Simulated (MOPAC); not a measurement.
# How the settings of MOPAC move a run on YN

Simulated with MOPAC 23.2.5. This is a test of settings. The cell began as a measured structure and was relaxed with r2SCAN in plane waves (Ansatz 0.2.0). All runs are without spin polarisation.

The symmetry is Fm-3m (No. 225, cubic); conventional cell a = 4.896 Å, 14.67 Å³ an atom. Around Y lie 6 N at 2.45 Å; around N lie 6 Y at 2.45 Å.

The base run uses PM7 on a cluster of 64 atoms.

```
PM7 1SCF GRADIENTS AUX(PRECISION=6) THREADS=1
crystal as a cluster of 2x2x2 conventional cells

Y 4.896096 1 0.000000 1 0.000000 1
N 7.344144 1 2.448048 1 2.448048 1
Y 7.344144 1 2.448048 1 0.000000 1
N 0.000000 1 4.896096 1 2.448048 1
Y 7.344144 1 0.000000 1 2.448048 1
N 0.000000 1 2.448048 1 4.896096 1
Y 0.000000 1 0.000000 1 0.000000 1
N 2.448048 1 2.448048 1 2.448048 1
Y 2.448048 1 2.448048 1 0.000000 1
N 4.896096 1 4.896096 1 2.448048 1
Y 4.896096 1 4.896096 1 0.000000 1
N 7.344144 1 7.344144 1 2.448048 1
Y 7.344144 1 7.344144 1 0.000000 1
N 0.000000 1 0.000000 1 2.448048 1
Y 2.448048 1 0.000000 1 2.448048 1
N 4.896096 1 2.448048 1 4.896096 1
Y 4.896096 1 2.448048 1 2.448048 1
N 7.344144 1 4.896096 1 4.896096 1
Y 7.344144 1 4.896096 1 2.448048 1
N 0.000000 1 7.344144 1 4.896096 1
Y 4.896096 1 0.000000 1 4.896096 1
N 7.344144 1 2.448048 1 7.344144 1
Y 7.344144 1 2.448048 1 4.896096 1
[... 26 lines left out ...]
N 0.000000 1 7.344144 1 0.000000 1
Y 0.000000 1 7.344144 1 2.448048 1
N 2.448048 1 0.000000 1 4.896096 1
Y 0.000000 1 4.896096 1 4.896096 1
N 2.448048 1 7.344144 1 7.344144 1
Y 2.448048 1 7.344144 1 4.896096 1
N 4.896096 1 0.000000 1 7.344144 1
Y 0.000000 1 2.448048 1 7.344144 1
N 2.448048 1 4.896096 1 0.000000 1
Y 2.448048 1 4.896096 1 7.344144 1
N 4.896096 1 7.344144 1 0.000000 1
Y 4.896096 1 7.344144 1 7.344144 1
N 7.344144 1 0.000000 1 0.000000 1
Y 0.000000 1 7.344144 1 7.344144 1
N 2.448048 1 0.000000 1 0.000000 1
Tv 9.792192 1 0.000000 1 0.000000 1
Tv 0.000000 1 9.792192 1 0.000000 1
Tv 0.000000 1 0.000000 1 9.792192 1
```

Command: `mopac run.mop`. It took 3.5 min on 1 thread of Arm Neoverse V1, with other jobs on the host, peak memory 0.068 GiB.

It converged with a gap of 3.00 eV. MOPAC's gap is a Hartree-Fock orbital gap, usually far wider than a measured one, and its energy is the heat of formation.

Each further run moved one setting: method (Hamiltonian); CUTOFP (reach of the lattice sums in Å); ITRY (limit on SCF cycles); cluster (size of the cluster in conventional cells). Changes are from the base run, which isn't itself converged in every setting; energies of another Hamiltonian, functional, basis or charge aren't compared.

```csv
setting,how it ended,gap change (eV),energy change (meV/atom),time (s)
method = AM1,refused,–,–,0.05
method = PM3,refused,–,–,0.05
CUTOFP = 40,converged,0.02,23.2,200
method = MNDO,refused,–,–,0.05
ITRY = 3 (poor on purpose),not converged,–,–,1.6
cluster = 1x1x1 (poor on purpose),refused,–,–,0.04
```

With method = AM1 nothing was computed: the Hamiltonian has no parameters for an element here. With method = PM3 nothing was computed: the Hamiltonian has no parameters for an element here. With method = MNDO nothing was computed: the Hamiltonian has no parameters for an element here. With ITRY = 3 the cycle ended unconverged. With cluster = 1x1x1 nothing was computed: the program refuses so small a cluster.

The end of the log, shortened, for method = AM1:

```
    NO.       ATOM           X           Y           Z
  N: (AM1): M.J.S. DEWAR ET AL, J. AM. CHEM. SOC. 107 3902-3909 (1985)
 DATA ARE NOT AVAILABLE FOR ELEMENT NO. 39
          SOME ELEMENTS HAVE BEEN SPECIFIED FOR WHICH
          NO PARAMETERS ARE AVAILABLE.  CALCULATION STOPPED.
          Parameters for some elements are missing
           Empirical Formula: N32 Y32  =    64 atoms
 *     Error and normal termination messages reported in this calculation     *
 * Parameters for some elements are missing                                   *
 * JOB ENDED NORMALLY                                                         *
 TOTAL JOB TIME:             0.00 SECONDS
 == MOPAC DONE ==
```
